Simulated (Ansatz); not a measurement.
## Zone-centre phonons of HgS: input and output

Computed with Ansatz 0.2.0, DFT PBE, spin-orbit coupling, plane waves, PAW.

Launched with:
```bash
ansatz run input.yaml --threads 1 --pin off --max-ram 2560MiB --backend cpu --events-out ev --progress --plain --runs-dir out
```

Input (bare energies are in eV):
```yaml
crystal:
  lattice:
    - [0.0, 2.9827, 2.9827]
    - [2.9827, 0.0, 2.9827]
    - [2.9827, 2.9827, 0.0]
  atoms:
    - { symbol: Hg, position: [0.0, 0.0, 0.0] }
    - { symbol: S, position: [0.25, 0.25, 0.25] }
basis:
  ecutwfc: 420
kpoints:
  mp_grid: { grid: [12, 12, 12] }
hamiltonian:
  xc: pbe
scf:
  occupations: { method: fermi_dirac, width: 0.15 }
output:
  eigenvalues: true
magnetization:
  noncollinear: true
  spin_orbit: true
phonons:
  method: dfpt
  eigenvectors: true
```

Results section of the output:
```
--- Phonons (Γ-DFPT): 2 representative perturbations + reference, on 163 of 1728 k-points (Σ response iterations 6) ---
  k mesh reduced under 8 symmetry operations, with k and −k counted as one. Each operation leaves every solved displacement unchanged or reverses it
  ASR residual: 1.009e-4 → 0.000e0 eV/Å²; symmetrization residual: 7.775e-6 eV/Å²
  ASR residual per site (eV/Å²): 1.01e-4 1.01e-4
  Γ frequencies (cm⁻¹): 0.00 0.00 0.00 151.86 151.86 151.86
  non-analytic LO–TO correction: not included (Born effective charges unavailable; polar crystals: no LO–TO splitting at Γ)
```

It took 3.4 min on 1 thread of Arm Neoverse V2 (shared host), peak memory 1.6 GiB.

The cell is the ideal cubic zincblende prototype; this isn't the usual structure of the compound. With next to no gap, frequencies and elastic constants depend on the k mesh and the smearing, soft modes and shear constants most. A semilocal functional can close a gap that the real compound has.

On the mesh the filled and empty bands stay 0.10 eV apart, little enough for the smearing to populate both, so at this level the crystal is a narrow-gap semiconductor or semimetal, not an ordinary metal.